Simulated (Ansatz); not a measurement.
SiNi3 under changes of volume

One of the cells (11.090 Å³/atom); the others are scaled copies at fixed shape and fractional positions:

```
CELL_PARAMETERS angstrom
1.29280 0.74640 7.66199
-1.29280 0.74640 7.66199
0.00000 -1.49280 7.66199
ATOMIC_POSITIONS crystal
Ni 0.25473 0.25473 0.25473
Ni 0.50000 0.50000 0.50000
Ni 0.74527 0.74527 0.74527
Si 0.00000 0.00000 0.00000
```

The cell comes from a database or a generator and needn't be the stable form of this composition.

| Item | Value |
| --- | --- |
| Program | Ansatz 0.2.0 |
| Functional | PBEsol |
| Potentials or basis | Ansatz PAW |
| Cutoff | 420 eV (not typed: the program's choice for these potentials) |
| k mesh | 12 × 12 × 12 |
| Occupations | fermi-dirac, width 0.05 eV |
| Spin | collinear spin, ferromagnetic start |
| Starting moments | [1.0, 1.0, 1.0, 0.0] μB |

```csv
volume (Å³/atom),energy over the lowest point (meV/atom),pressure (GPa),moment (μB per cell),largest force (eV/Å)
10.425,6.02,6.9,0.23,0.149
10.647,0.00,2.0,0.34,0.073
10.868,?,?,?,?
11.090,6.51,-6.3,0.47,0.059
11.312,17.69,-9.7,0.53,0.116
11.534,33.38,-12.7,0.59,0.168
11.756,53.05,-15.4,0.65,0.215
```

What does the run at 10.868 Å³/atom give?

Energy over the lowest point 0.39 meV/atom; pressure -2.4 GPa; moment 0.41 μB per cell; largest force 0.004 eV/Å.

Worked out: A Birch-Murnaghan fit of order 3 (a polynomial in V^(-2/3)) to the other rows has its minimum at 10.74 Å³/atom with B0 = V·E''(V) = 213 GPa and B' = 4.8 at fixed shape and positions, which overstates the stiffness. It gives 0.40 meV/atom at 10.868 Å³/atom, against the run's 0.39, and -dE/dV = -2.4 GPa, against -2.4. A parabola through the other rows of the moment, of slope 0.334 μB per Å³/atom there, gives 0.40 μB, against the run's 0.41.

Energies are extrapolated to zero smearing.

Caveats: the PAW data sets come from PBE, with cores solved anew for the run's functional, which leaves a small shift of forces and pressure; the starting moments weren't kept (some runs).
